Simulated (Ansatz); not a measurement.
Level of theory: DFT PBE, scalar-relativistic, plane waves, PAW in Ansatz. All cells share a 420 eV cutoff and Γ-centred k meshes spaced at most about 0.3 Å⁻¹ (about 0.25 or finer for metals, 2π included). No spin polarisation.

All energies are static (0 K, no zero-point motion).

Two forms of Ta5Si were relaxed alike.

A.

Space group P4/mmm (No. 123). a = 3.372 Å, b = 3.372 Å, c = 9.172 Å, α = 90.00°, β = 90.00°, γ = 90.00°
| atom | site | symmetry | x | y | z |
| --- | --- | --- | --- | --- | --- |
| Ta | 2h | 4mm | 0.5000 | 0.5000 | 0.1509 |
| Ta | 2g | 4mm | 0.0000 | 0.0000 | 0.3206 |
| Ta | 1d | 4/mmm | 0.5000 | 0.5000 | 0.5000 |
| Si | 1a | 4/mmm | 0.0000 | 0.0000 | 0.0000 |

B.

Space group P-3m1 (No. 164). a = 4.639 Å, b = 4.639 Å, c = 5.600 Å, α = 90.00°, β = 90.00°, γ = 120.00°
```tsv
atom	site	symmetry	x	y	z
Ta	1b	-3m.	0.0000	0.0000	0.5000
Ta	2d	3m.	0.6667	0.3333	0.6753
Ta	2d	3m.	0.6667	0.3333	0.1740
Si	1a	-3m.	0.0000	0.0000	0.0000
```

Question: Which arrangement of the elements on these sites is preferred, and by what margin?

Answer: A is lower, by 132 meV/atom. The two share one framework of sites and differ in which element sits where. A has space group P4/mmm (No. 123), 17.4 Å³/atom and no gap on its mesh; B has Ta and Si ordered on bcc sites, space group P-3m1 (No. 164), 17.4 Å³/atom and no gap. Counting Ta atoms around Si (those within 1.25 times the shortest such distance or 1.15 times the sum of covalent radii; a plus sign parts nearer from farther groups), A has Si 10 and B has Si 8+6. In A, Ta on a site of symmetry 4mm is surrounded by 4 Si at 2.76 Å, 5 Ta at 2.77–2.85 Å, 1 Ta at 3.20 Å and 4 Ta at 3.37 Å; around Ta on a second site of symmetry 4mm lie 8 Ta at 2.85–2.90 Å, 1 Si at 2.94 Å and 5 Ta at 3.29–3.37 Å; Si has 8 Ta at 2.76 Å, 2 Ta at 2.94 Å and 4 Si at 3.37 Å; 1 more site not described. In B, Ta on a site of symmetry -3m is surrounded by 2 Si at 2.80 Å, 6 Ta at 2.85 Å and 6 Ta at 3.24 Å; Ta on a site of symmetry 3m has 8 Ta at 2.79–2.85 Å, 3 Si at 3.24 Å and 3 Ta at 3.32 Å; around Si lie 8 Ta at 2.80–2.85 Å and 6 Ta at 3.24 Å; 1 more site not described. Both come from invented guesses.

Spin–orbit coupling, which can matter for Ta, is left out. Cells relaxed within their symmetry can be saddle points.
